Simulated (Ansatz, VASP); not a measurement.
Given: the input of a run of VASP 6.6.1 on MgS (Niningerite).

File INCAR:

```
SYSTEM = MgS
PREC     = Accurate       ! precision mode
ENCUT    = 600            ! plane-wave cutoff, eV
EDIFF    = 1E-7           ! SCF threshold, eV
ISMEAR   = -1             ! smearing method
SIGMA    = 0.05           ! smearing width, eV
LREAL    = .False.        ! projectors in reciprocal space
LASPH    = .True.         ! aspherical terms in the spheres
NELM     = 60             ! most SCF steps
ALGO     = Normal         ! electronic algorithm
ISIF     = 3              ! what is computed and relaxed
LWAVE    = .False.        ! write WAVECAR
LCHARG   = .False.        ! write CHGCAR
GGA      = RE             ! functional
IVDW     = 13             ! dispersion correction
IBRION   = 2              ! ionic algorithm
NSW      = 60             ! ionic steps
EDIFFG   = -0.01          ! ionic threshold
```

File KPOINTS:

```
Automatic mesh
0
Gamma
  9 9 9
  0 0 0
```

The input POSCAR:

```
MgS
1.0
    0.0000000000      2.6016500000      2.6016500000
    2.6016500000      0.0000000000      2.6016500000
    2.6016500000      2.6016500000      0.0000000000
S Mg
1 1
Direct
    0.5000000000      0.5000000000      0.5000000000
    0.0000000000      0.0000000000      0.0000000000
```

Potentials or basis: VASP PAW PBE potentials, release 64 (S, Mg).

Run with:

```bash
$ cat potpaw_PBE.64/S/POTCAR potpaw_PBE.64/Mg/POTCAR > POTCAR
$ mpirun -np 1 vasp_std > vasp.out
```

Question: Translate it to Ansatz 0.2.0. Potentials there: Ansatz PAW.

Answer: As run (the cutoff follows the program's own potentials):

input.yaml

```yaml
crystal:
  lattice:
    - [0.0, 2.60165, 2.60165]
    - [2.60165, 0.0, 2.60165]
    - [2.60165, 2.60165, 0.0]
  atoms:
    - { symbol: S, position: [0.5, 0.5, 0.5] }
    - { symbol: Mg, position: [0.0, 0.0, 0.0] }
hamiltonian:
  xc: revpbe
  pseudopotentials: { kind: paw }
  dispersion: d4
kpoints:
  mp_grid: { grid: [9, 9, 9] }
scf:
  occupations: { method: fermi_dirac, width: 0.05 }
output:
  forces: true
  stress: true
  eigenvalues: true
relax:
  f_tol: 0.01
  max_steps: 40
  cell: { stress_tol: 0.05 }
```

Potentials or basis: Ansatz PAW.

Command:

```console
$ ansatz run input.yaml --threads 2 --pin off --max-ram 5632MiB --backend cpu --events-out ev --progress --plain --runs-dir out
```

Both were run:

|  | VASP | Ansatz | Ansatz less VASP |
| --- | --- | --- | --- |
| gap on the k mesh at the Fermi level, each at its own relaxed structure (eV) | 3.10 | 3.11 | +0.015 |
| relaxed volume (Å³/atom) | 17.00 | 17.08 | +0.076 |
| relaxed cell length with the largest relative difference (Å) | 3.637 | 3.642 | +0.0054 |
| energy change over the relaxation (meV/atom) | -5 | -4 | +1.3 |

The two sets of potentials don't hold the same shells in valence.

Caveats: the PAW data sets were made with another functional, which shifts forces and pressure a little (VASP); an odd mesh through Γ misses points on the zone boundary, where band edges often lie (VASP); odd divisions of the mesh miss points on the zone boundary, where band edges often lie, so the gap on the mesh can be too wide (Ansatz); the plane-wave basis is chosen anew once the cell has moved, so the energies of steps on either side of that aren't comparable (Ansatz); the PAW data sets come from PBE, with cores solved anew for the run's functional, which leaves a small shift of forces and pressure (Ansatz). As with any semilocal functional, this revPBE gap is likely too small.
